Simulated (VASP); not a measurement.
# ZnCu (Pm-3m) in VASP: further runs

The runs below take ZnCu through single point, with r2SCAN.

Everything below comes from runs of VASP 6.6.1. Logs are shortened: lines on timing, memory, paths and dates and some standing lists are left out, and cuts for length are marked.

### 1 The structure

It takes space group Pm-3m (No. 221, cubic). Conventional cell: a = 2.945 Å, b = 2.945 Å, c = 2.945 Å, α = 90.00°, β = 90.00°, γ = 90.00°. Zn (site symmetry m-3m) is surrounded by 8 Cu at 2.55 Å. Around Cu (site symmetry m-3m) lie 8 Zn at 2.55 Å.

### 2 Single point, r2SCAN

INCAR

```
PREC     = Accurate       # precision mode
ENCUT    = 350            # plane-wave cutoff, eV
EDIFF    = 1E-6           # SCF threshold, eV
ISMEAR   = -1             # smearing method
SIGMA    = 0.1            # smearing width, eV
LREAL    = False          # projectors in reciprocal space
LASPH    = True           # aspherical terms in the spheres
NELM     = 100            # most SCF steps
ALGO     = Normal         # electronic algorithm
ISIF     = 2              # what is computed and relaxed
LWAVE    = False          # write WAVECAR
LCHARG   = False          # write CHGCAR
METAGGA  = R2SCAN         # meta-GGA
LMIXTAU  = True         
NBANDS   = 18             # bands
ADDGRID  = False
```

KPOINTS

```
Automatic mesh
0
Gamma
  2 2 2
```

POSCAR

```
ZnCu
1.0
    2.9450000000      0.0000000000      0.0000000000
    0.0000000000      2.9450000000      0.0000000000
    0.0000000000      0.0000000000      2.9450000000
Zn Cu
1 1
Direct
    0.5128410000      0.4877280000      0.4845920000
   -0.0040920000      0.0326400000      0.0060300000
```

Potentials or basis: VASP PAW PBE potentials, release 64 (Zn, Cu).

Launch:

```console
$ cat potpaw_PBE.64/Zn/POTCAR potpaw_PBE.64/Cu/POTCAR > POTCAR
$ mpirun -np 1 vasp_std > vasp.out
```

OUTCAR:

```text
PREC = Accurate
   ENCUT = 350
   EDIFF = 1E-6
   ISMEAR = -1
   LREAL = False
   LASPH = True
   NELM = 100
   ISIF = 2
   METAGGA = R2SCAN

 Found      8 irreducible k-points:

 Following reciprocal coordinates:
            Coordinates               Weight
  0.000000  0.000000  0.000000      1.000000
  0.500000  0.000000  0.000000      1.000000
  0.000000  0.500000  0.000000      1.000000
  0.000000  0.000000  0.500000      1.000000
  0.500000  0.500000  0.000000      1.000000
  0.000000  0.500000  0.500000      1.000000
   k-points           NKPTS =      8   k-points in BZ     NKDIM =      8   number of bands    NBANDS=     18
   number of dos      NEDOS =    301   number of ions     NIONS =      2
   total plane-waves  NPLWV =   5832
   dimension x,y,z NGX =    18 NGY =   18 NGZ =   18
   dimension x,y,z NGXF=    36 NGYF=   36 NGZF=   36
   ions per type =               1   1
   NGX,Y,Z   is equivalent  to a cutoff of  10.16, 10.16, 10.16 a.u.
   NGXF,Y,Z  is equivalent  to a cutoff of  20.32, 20.32, 20.32 a.u.
 SYSTEM =  unknown system
   PREC   = accura    normal or accurate (medium, high low for compatibility)
   ISTART =      0    job   : 0-new  1-cont  2-samecut
   ICHARG =      2    charge: 1-file 2-atom 10-const
   ISPIN  =      1    spin polarized calculation?
   LNONCOLLINEAR =      F non collinear calculations
   LSORBIT =      F    spin-orbit coupling
   LASPH  =      T    aspherical Exc in radial PAW
   ENCUT  =  350.0 eV  25.72 Ry    5.07 a.u.   4.49  4.49  4.49*2*pi/ulx,y,z
   NELM   =    100;   NELMIN=  2; NELMDL= -5     # of ELM steps
   EDIFF  = 0.1E-05   stopping-criterion for ELM
   LREAL  =      F    real-space projection
   EDIFFG = 0.1E-04   stopping-criterion for IOM
   NSW    =      0    number of steps for IOM
   IBRION =     -1    ionic relax: 0-MD 1-quasi-New 2-CG
   NFREE  =      0    steps in history (QN), initial steepest desc. (CG)
   ISIF   =      2    stress and relaxation
   ISYM   =      2    0-nonsym 1-usesym 2-fastsym
   POTIM  = 0.5000    time-step for ionic-motion
   TEBEG  =    0.0;   TEEND  =   0.0 temperature during run
   PSTRESS=    0.0 pullay stress
   NELECT =      23.0000    total number of electrons
   NUPDOWN=      -1.0000    fix difference up-down
   EMIN   =  10.00;   EMAX   =-10.00  energy-range for DOS
   EFERMI =   0.00;   METHOD = LEGACY
   ISMEAR =    -1;   SIGMA  =   0.10  broadening in eV -4-tet -1-fermi 0-gaus
   EFERMI_NEDOS =   21; number of points for ismear=-14 and -15
   IALGO  =     38    algorithm
   IMIX   =      4    mixing-type and parameters
     AMIX     =   0.40;   BMIX     =  1.00
     AMIX_MAG =   1.60;   BMIX_MAG =  1.00
  volume/ion in A,a.u.               =      12.77        86.18
  Fermi-wavevector in a.u.,A,eV,Ry     =   1.580880  2.987429 34.003415  2.499180
  Thomas-Fermi vector in A             =   2.681040
   LORBIT       =      0    0 simple, 1 ext, 2 COOP (PROOUT), +10 PAW based schemes
   METAGGA = R2SCAN    functional components
   LHFCALC =     F    Hartree Fock is set to
   AEXX    =    0.0000 exact exchange contribution
   IVDW    =     0    specifies the selected vdW correction
   LEPSILON=     F    determine dielectric tensor
   LRPA    =     F    only Hartree local field effects (RPA)
 non-spin polarized calculation
  energy-cutoff  :      350.00
  volume of cell :       25.54
 maximum number of plane-waves:       389
 NGX is ok and might be reduce to    18
   NGX =  9   NGY =  9   NGZ =  9

 number of electron      23.0000069 magnetization

 Free energy of the ion-electron system (eV)
  ---------------------------------------------------
  ext. energy  EPLUGINS =         0.00000000
  ---------------------------------------------------
  free energy    TOTEN  =       -19.76574614 eV

  energy without entropy =      -19.69414160  energy(sigma->0) =      -19.72994387

 E-fermi :   3.5337     XC(G=0): -13.5409

 val. band max:        3.3851378124   @ k =   0.0000   0.5000   0.5000
 cond. band min:       7.2158230030   @ k =   0.0000   0.5000   0.5000
 fundamental gap:      3.8306851906
 Fermi energy:         3.5336721250

 k-point     1 :       0.0000    0.0000    0.0000
  band No.  band energies     occupation
      1      -5.4072      2.00000
      2      -2.8666      2.00000
      3      -2.8507      2.00000
      4      -2.1496      2.00000
      5      -2.1216      2.00000
      6      -2.1192      2.00000
      7       1.4625      2.00000
      8       1.4867      2.00000
      9       2.3670      1.99998
     10       2.3679      1.99998
     11       2.3771      1.99998
     12      11.9781      0.00000
     13      11.9869      0.00000
     14      12.0650      0.00000
     15      16.7801      0.00000
     16      16.8334      0.00000
     17      18.4344      0.00000
     18      29.8710      0.00000

 k-point     2 :       0.5000    0.0000    0.0000
  band No.  band energies     occupation
      1      -2.8648      2.00000
      2      -2.6337      2.00000
      3      -2.3156      2.00000
      4      -2.3049      2.00000
      5      -2.0548      2.00000
      6      -1.0395      2.00000
      7      -0.0191      2.00000
      8       1.3893      2.00000
      9       1.8354      2.00000
     10       1.8540      2.00000
     11       2.3159      1.99999
     12       3.1150      1.97005
     13      17.4779      0.00000
     14      17.6008      0.00000
     15      18.1866      0.00000
     16      18.2825      0.00000
     17      19.2919      0.00000
     18      20.6179      0.00000

 k-point     3 :       0.0000    0.5000    0.0000
  band No.  band energies     occupation
      1      -2.8815      2.00000
      2      -2.6397      2.00000
      3      -2.3012      2.00000
      4      -2.2963      2.00000
      5      -2.0597      2.00000
      6      -1.0526      2.00000
      7       0.0137      2.00000
      8       1.3876      2.00000
      9       1.8300      2.00000
     10       1.8344      2.00000
     11       2.3130      1.99999
     12       3.1271      1.96627
     13      17.4088      0.00000
     14      17.4210      0.00000
     15      18.4673      0.00000
     16      18.4815      0.00000
     17      19.2303      0.00000
     18      20.3492      0.00000

 k-point     4 :       0.0000    0.0000    0.5000
  band No.  band energies     occupation
      1      -2.8666      2.00000
      2      -2.6343      2.00000
      3      -2.3137      2.00000
      4      -2.3047      2.00000
      5      -2.0553      2.00000
      6      -1.0408      2.00000
      7      -0.0157      2.00000
      8       1.3886      2.00000
      9       1.8339      2.00000
     10       1.8530      2.00000
     11       2.3156      1.99999
     12       3.1168      1.96953
     13      17.4576      0.00000
     14      17.5913      0.00000
     15      18.2081      0.00000
     16      18.3157      0.00000
     17      19.2844      0.00000
     18      20.6109      0.00000

 k-point     5 :       0.5000    0.5000    0.0000
  band No.  band energies     occupation
      1      -3.0482      2.00000
      2      -2.7359      2.00000
      3      -2.4090      2.00000
      4      -2.3929      2.00000
      5      -1.8484      2.00000
      6       0.4716      2.00000
      7       1.6680      2.00000
      8       2.2111      2.00000
      9       2.2189      2.00000
     10       2.5711      1.99987
     11       3.3513      1.72203
     12       3.3833      1.63629
     13       7.2184      0.00000
     14       7.5753      0.00000
     15      20.1791      0.00000
     16      21.7035      0.00000
     17      21.7471      0.00000
     18      22.0372      0.00000

 k-point     6 :       0.0000    0.5000    0.5000
  band No.  band energies     occupation
      1      -3.0480      2.00000
      2      -2.7379      2.00000
      3      -2.4117      2.00000
      4      -2.3925      2.00000
      5      -1.8481      2.00000
      6       0.4749      2.00000
      7       1.6665      2.00000
      8       2.2134      2.00000
      9       2.2215      2.00000
     10       2.5714      1.99987
     11       3.3500      1.72514
     12       3.3851      1.63076
     13       7.2158      0.00000
     14       7.5750      0.00000
     15      20.1754      0.00000
     16      21.6951      0.00000
     17      21.7503      0.00000
     18      22.0330      0.00000

 [... further k-points ...]

------------------------ aborting loop because EDIFF is reached ----------------------------------------

  FORCE on cell =-STRESS in cart. coord.  units (eV):
  Direction    XX          YY          ZZ          XY          YZ          ZX
  --------------------------------------------------------------------------------------
  -------------------------------------------------------------------------------------
  Total       -0.8147836     -0.9622507     -0.8178381     -0.0516809      0.0740663     -0.0353825
  in kB      -51.1089482    -60.3591219    -51.3005488     -3.2417922      4.6459589     -2.2194374
  external PRESSURE =     -54.2562063 kB  Pullay stress =       0.0000000 kB

 VOLUME and BASIS-vectors are now :
 -----------------------------------------------------------------------------
  energy-cutoff  :      350.00
  volume of cell :       25.54
      direct lattice vectors                 reciprocal lattice vectors
     2.945000000  0.000000000  0.000000000     0.339558574  0.000000000  0.000000000
     0.000000000  2.945000000  0.000000000     0.000000000  0.339558574  0.000000000
     0.000000000  0.000000000  2.945000000     0.000000000  0.000000000  0.339558574

 POSITION                                       TOTAL-FORCE (eV/Angst)
 -----------------------------------------------------------------------------------
      1.51032      1.43636      1.42712        -0.287103      0.703552      0.341126
      2.93295      0.09612      0.01776         0.287103     -0.703552     -0.341126
 -----------------------------------------------------------------------------------
    total drift:                               -0.010823      0.016007     -0.031475

  FREE ENERGIE OF THE ION-ELECTRON SYSTEM (eV)
  ---------------------------------------------------
  free  energy   TOTEN  =       -19.7657461424 eV

  energy  without entropy=      -19.6941415994  energy(sigma->0) =      -19.72994387
```

Wall time 23 s (1 thread of Intel Xeon Platinum 8259CL at 2.50GHz (Skylake/Cascade Lake), shared host); peak memory 0.12 GiB.

These settings aren't checked as converged: the numbers below hold their error.

What came out:

```
Free energy            : -19.7657 eV
Pressure               : -5.4 GPa
Largest force          : 0.833 eV/Å
Band gap on the k mesh : none (metal or under the smearing width)
```

Caveat: the k mesh is coarse (spacing up to 1.07 Å⁻¹), so the values aren't converged; the cutoff is under 1.25 times the usual one of these potentials, so pressure, stress and relaxed cells hold a basis-set (Pulay) error; the PAW data sets were made with another functional, which shifts forces and pressure a little.

### 3 Single point, r2SCAN

Edit INCAR of step 2 so:

```diff
@@ -1,3 +1,3 @@
 PREC     = Accurate       # precision mode
-ENCUT    = 350            # plane-wave cutoff, eV
+ENCUT    = 400            # plane-wave cutoff, eV
 EDIFF    = 1E-6           # SCF threshold, eV
```

KPOINTS is that of step 2.

POSCAR

```
ZnCu
1.0
    2.9450000000      0.0000000000      0.0000000000
    0.0000000000      2.9450000000      0.0000000000
    0.0000000000      0.0000000000      2.9450000000
Zn Cu
1 1
Direct
    0.5000000000      0.5000000000      0.5000000000
    0.0000000000      0.0000000000      0.0000000000
```

Potentials or basis: VASP PAW PBE potentials, release 64 (Zn, Cu).

Launch:

```console
$ cat potpaw_PBE.64/Zn/POTCAR potpaw_PBE.64/Cu/POTCAR > POTCAR
$ mpirun -np 1 vasp_std > vasp.out
```

It took 23 s on 1 thread of Intel Xeon Platinum 8259CL at 2.50GHz (Skylake/Cascade Lake), shared host; peak memory 0.12 GiB.

These settings aren't checked as converged: the numbers below hold their error.

What came out:

```yaml
Free_energy: -19.8356 eV
Pressure: -7.5 GPa
Band_gap_on_the_k_mesh: none (metal or under the smearing width)
```

Caveat: the k mesh is coarse (spacing up to 1.07 Å⁻¹), so the values aren't converged; the PAW data sets were made with another functional, which shifts forces and pressure a little.

### 4 Single point, r2SCAN

INCAR is that of step 3.

KPOINTS is that of step 3.

POSCAR

```
ZnCu
1.0
    2.9450000000      0.0000000000      0.0000000000
    0.0000000000      2.9450000000      0.0000000000
    0.0000000000      0.0000000000      2.9450000000
Zn Cu
1 1
Direct
    0.5128410000      0.4877280000      0.4845920000
   -0.0040920000      0.0326400000      0.0060300000
```

Potentials or basis: VASP PAW PBE potentials, release 64 (Zn, Cu).

Launch:

```console
$ cat potpaw_PBE.64/Zn/POTCAR potpaw_PBE.64/Cu/POTCAR > POTCAR
$ mpirun -np 1 vasp_std > vasp.out
```

OUTCAR:

```text
PREC = Accurate
   ENCUT = 400
   EDIFF = 1E-6
   ISMEAR = -1
   LREAL = False
   LASPH = True
   NELM = 100
   ISIF = 2
   METAGGA = R2SCAN

 Found      8 irreducible k-points:

 Following reciprocal coordinates:
            Coordinates               Weight
  0.000000  0.000000  0.000000      1.000000
  0.500000  0.000000  0.000000      1.000000
  0.000000  0.500000  0.000000      1.000000
  0.000000  0.000000  0.500000      1.000000
  0.500000  0.500000  0.000000      1.000000
  0.000000  0.500000  0.500000      1.000000
   k-points           NKPTS =      8   k-points in BZ     NKDIM =      8   number of bands    NBANDS=     18
   number of dos      NEDOS =    301   number of ions     NIONS =      2
   total plane-waves  NPLWV =   8000
   dimension x,y,z NGX =    20 NGY =   20 NGZ =   20
   dimension x,y,z NGXF=    40 NGYF=   40 NGZF=   40
   ions per type =               1   1
   NGX,Y,Z   is equivalent  to a cutoff of  11.29, 11.29, 11.29 a.u.
   NGXF,Y,Z  is equivalent  to a cutoff of  22.58, 22.58, 22.58 a.u.
 SYSTEM =  unknown system
   PREC   = accura    normal or accurate (medium, high low for compatibility)
   ISTART =      0    job   : 0-new  1-cont  2-samecut
   ICHARG =      2    charge: 1-file 2-atom 10-const
   ISPIN  =      1    spin polarized calculation?
   LNONCOLLINEAR =      F non collinear calculations
   LSORBIT =      F    spin-orbit coupling
[... 53 lines left out ...]

 val. band max:        3.3839886830   @ k =   0.0000   0.5000   0.5000
 cond. band min:       7.2162945706   @ k =   0.0000   0.5000   0.5000
 fundamental gap:      3.8323058876
 Fermi energy:         3.5323796602

 k-point     1 :       0.0000    0.0000    0.0000
  band No.  band energies     occupation
      1      -5.4077      2.00000
      2      -2.8823      2.00000
      3      -2.8665      2.00000
      4      -2.1663      2.00000
      5      -2.1381      2.00000
      6      -2.1359      2.00000
[... 103 lines left out ...]
      5      -1.8670      2.00000
      6       0.4704      2.00000
[... 10 lines left out ...]
     17      21.7519      0.00000
     18      22.0380      0.00000

 [... further k-points ...]

------------------------ aborting loop because EDIFF is reached ----------------------------------------

  FORCE on cell =-STRESS in cart. coord.  units (eV):
  Direction    XX          YY          ZZ          XY          YZ          ZX
  --------------------------------------------------------------------------------------
  -------------------------------------------------------------------------------------
  Total       -0.9442895     -1.0788025     -0.9473832     -0.0563681      0.0687699     -0.0312719
  in kB      -59.2324685    -67.6700699    -59.4265262     -3.5358006      4.3137301     -1.9615928
  external PRESSURE =     -62.1096882 kB  Pullay stress =       0.0000000 kB

 VOLUME and BASIS-vectors are now :
 -----------------------------------------------------------------------------
  energy-cutoff  :      400.00
  volume of cell :       25.54
      direct lattice vectors                 reciprocal lattice vectors
     2.945000000  0.000000000  0.000000000     0.339558574  0.000000000  0.000000000
     0.000000000  2.945000000  0.000000000     0.000000000  0.339558574  0.000000000
     0.000000000  0.000000000  2.945000000     0.000000000  0.000000000  0.339558574

 POSITION                                       TOTAL-FORCE (eV/Angst)
 -----------------------------------------------------------------------------------
      1.51032      1.43636      1.42712        -0.285072      0.694573      0.365434
      2.93295      0.09612      0.01776         0.285072     -0.694573     -0.365434
 -----------------------------------------------------------------------------------
    total drift:                                0.013671     -0.020719      0.004269

  FREE ENERGIE OF THE ION-ELECTRON SYSTEM (eV)
  ---------------------------------------------------
  free  energy   TOTEN  =       -19.7716615278 eV

  energy  without entropy=      -19.7000959989  energy(sigma->0) =      -19.73587876
```

OSZICAR:

```text
N       E                     dE             d eps       ncg     rms          rms(c)
DAV:   1     0.982738178357E+02    0.98274E+02   -0.96872E+03   296   0.181E+03
DAV:   2    -0.190280870622E+02   -0.11730E+03   -0.11092E+03   288   0.289E+02
DAV:   3    -0.241999792293E+02   -0.51719E+01   -0.51137E+01   348   0.761E+01
DAV:   4    -0.242401601661E+02   -0.40181E-01   -0.40164E-01   380   0.605E+00
DAV:   5    -0.242406541630E+02   -0.49400E-03   -0.49398E-03   348   0.685E-01    0.103E+01
DAV:   6    -0.215030504418E+02    0.27376E+01   -0.26811E+01   306   0.109E+02    0.818E+00
DAV:   7    -0.197890256109E+02    0.17140E+01   -0.39843E+00   308   0.961E+01    0.245E+00
DAV:   8    -0.197741859163E+02    0.14840E-01   -0.49984E-01   388   0.126E+01    0.153E+00
DAV:   9    -0.197643464684E+02    0.98394E-02   -0.35699E-02   408   0.355E+00    0.167E-01
DAV:  10    -0.197709674333E+02   -0.66210E-02   -0.79857E-03   296   0.136E+00    0.678E-02
DAV:  11    -0.197709308699E+02    0.36563E-04   -0.14234E-03   394   0.578E-01    0.961E-02
DAV:  12    -0.197715283526E+02   -0.59748E-03   -0.84886E-04   368   0.388E-01    0.123E-02
DAV:  13    -0.197716362790E+02   -0.10793E-03   -0.16594E-04   316   0.169E-01    0.101E-02
DAV:  14    -0.197716589781E+02   -0.22699E-04   -0.42173E-05   332   0.101E-01    0.524E-03
DAV:  15    -0.197716605832E+02   -0.16051E-05   -0.55488E-06   372   0.460E-02    0.465E-03
DAV:  16    -0.197716615278E+02   -0.94468E-06   -0.38951E-07   202   0.141E-02
   1 F= -.19771662E+02 E0= -.19735879E+02  d E =-.715655E-01
```

Run time: 26 s. Hardware: 1 thread of Intel Xeon Platinum 8259CL at 2.50GHz (Skylake/Cascade Lake), shared host; peak memory 0.12 GiB.

These settings aren't checked as converged: the numbers below hold their error.

Results:

- Free energy: -19.7717 eV
- Pressure: -6.2 GPa
- Largest force: 0.835 eV/Å
- Band gap on the k mesh: none (metal or under the smearing width)

Caveat: the k mesh is coarse (spacing up to 1.07 Å⁻¹), so the values aren't converged; the PAW data sets were made with another functional, which shifts forces and pressure a little.
